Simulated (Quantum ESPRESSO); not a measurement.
# CoSi2 in Quantum ESPRESSO: convergence with k mesh

Crystal: CoSi2.

```
Co Si
1.0
     0.00000    2.67800    2.67800
     2.67800    0.00000    2.67800
     2.67800    2.67800    0.00000
Co Si
1 2
Direct
  0.00000 0.00000 0.00000
  0.75000 0.75000 0.75000
  0.25000 0.25000 0.25000
```

- Program: Quantum ESPRESSO 7.5
- Task: single point
- Functional: LDA
- Potentials or basis: GBRV 1.5 LDA
- Cutoff: 762 eV
- Density cutoff: 6095 eV
- k mesh: 1 × 1 × 1
- Occupations: gaussian, width 0.136 eV
- Spin: collinear spin, ferromagnetic start
- Starting moments: [2.0, 0.0, 0.0] μB

These are the settings of the first run; the series varies k mesh, with any setting tied to it.

Hardware: 1 thread of Arm Neoverse V1 (shared host).

The values tried are 1 × 1 × 1, 3 × 3 × 3, 4 × 4 × 4, 5 × 5 × 5, 7 × 7 × 7, 8 × 8 × 8, 9 × 9 × 9, 11 × 11 × 11, 13 × 13 × 13, loosest first. From which on does the pressure stay within 0.1 GPa of the tightest run that finished?

From 7 × 7 × 7 on.

| k mesh | energy less the tightest run, at zero smearing (meV/atom) | pressure (GPa) | absolute moment (μB) | SCF cycles | CPU time (s) | peak memory (GiB) |
| --- | --- | --- | --- | --- | --- | --- |
| 1 × 1 × 1 | 7067.10 | 96.04 | 3.00 | 19 | 21 | 0.18 |
| 3 × 3 × 3 | 59.48 | -8.84 | 0.00 | 21 | 31 | 0.18 |
| 4 × 4 × 4 | -5.37 | -8.84 | 0.00 | 19 | 40 | 0.19 |
| 5 × 5 × 5 | 7.30 | -8.16 | 0.00 | 24 | 54 | 0.19 |
| 7 × 7 × 7 | -3.64 | -8.55 | 0.00 | 22 | 80 | 0.21 |
| 8 × 8 × 8 | -0.96 | -8.60 | 0.00 | 19 | 92 | 0.22 |
| 9 × 9 × 9 | 0.32 | -8.42 | 0.00 | 20 | 110 | 0.22 |
| 11 × 11 × 11 | -1.54 | -8.59 | 0.00 | 17 | 150 | 0.25 |
| 13 × 13 × 13 | 0.00 | -8.52 | 0.00 | 18 | 220 | 0.28 |

Against the tightest run, the absolute moment stays within 0.02 μB from 3 × 3 × 3 on. Not settled before the last step: the energy (to 1 meV/atom). Meshes of other sizes hit other points, so gaps and Fermi surfaces needn't settle smoothly. The tightest run that finished is the yardstick and may itself not be fully converged.

Caveat, for the tightest run too: the starting moments collapsed, and a magnetic state may lie lower.
